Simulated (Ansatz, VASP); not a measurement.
**Cu in VASP and in Ansatz**

```
CELL_PARAMETERS angstrom
0.00000 1.75327 1.80750
1.75327 0.00000 1.80750
1.75327 1.75327 0.00000
ATOMIC_POSITIONS crystal
Cu 0.00000 0.00000 0.00000
```

Change from the starting cell: equal xx and yy strain of -3 %, crystal datasets.

Alike in both runs: task electric field gradients; functional PBEsol; k mesh 19 × 19 × 19; occupations fermi-dirac, width 0.08 eV; no spin polarisation.

|  | VASP | Ansatz |
| --- | --- | --- |
| version | VASP 6.6.1 | Ansatz 0.2.0 |
| potentials or method | VASP PAW PBE potentials, release 64 (Cu), cutoff 520 eV | all-electron PAW with datasets made for the crystal, scalar-relativistic |

|  | VASP | Ansatz | Ansatz less VASP |
| --- | --- | --- | --- |
| pressure (GPa) | 3.8 | 3.2 | -0.69 |
| largest component of the traceless stress (GPa) | 1.41 | 1.45 | +0.031 |
| Vzz of the field gradient on the site that differs most (V/Å²) | 0.7 | 0.1 | -0.57 |

Ansatz ran all-electron here, so the differences hold the error of VASP's frozen core and of both bases.

Caveats: the PAW data sets were made with another functional, which shifts forces and pressure a little (VASP).
